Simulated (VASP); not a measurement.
The system is Rb.

```
CELL_PARAMETERS angstrom
0.00000 3.51833 3.51833
3.51833 0.00000 3.51833
3.51833 3.51833 0.00000
ATOMIC_POSITIONS crystal
Rb 0.00000 0.00000 0.00000
```

The cell was built by a generator and needn't be a form met in nature.

```yaml
Program: VASP 6.6.1
Task: relaxation of cell and atoms
Functional: revPBE
Potentials_or_basis: VASP PAW PBE potentials, release 64 (Rb_sv)
Cutoff: 600 eV
k_mesh: 8 × 8 × 8
Occupations: fermi-dirac, width 0.1 eV
Spin: no spin polarisation
```

At the start: pressure 0.4 GPa; volume 87.10 Å³/atom.

Question: How do energy, volume and symmetry change on relaxing?

Answer: Over 4 steps the energy falls by 14.9 meV/atom and the volume is 99.87 Å³/atom (+14.7 %); space group Fm-3m (No. 225, to 0.05 Å).

Step by step:
| step | energy change (eV) | largest force (eV/Å) | pressure (GPa) | volume (Å³) |
| --- | --- | --- | --- | --- |
| 1 | 0.0000 | 0.0000 | 0.42 | 87.10 |
| 2 | -0.0064 | 0.0000 | 0.30 | 89.99 |
| 3 | -0.0148 | 0.0000 | 0.04 | 98.51 |
| 4 | -0.0149 | 0.0000 | 0.00 | 99.87 |

Final structure:
```
CELL_PARAMETERS angstrom
0.00000 3.68247 3.68247
3.68247 0.00000 3.68247
3.68247 3.68247 0.00000
ATOMIC_POSITIONS crystal
Rb 0.00000 0.00000 0.00000
```

Caveat: the PAW data sets were made with another functional, which shifts forces and pressure a little.
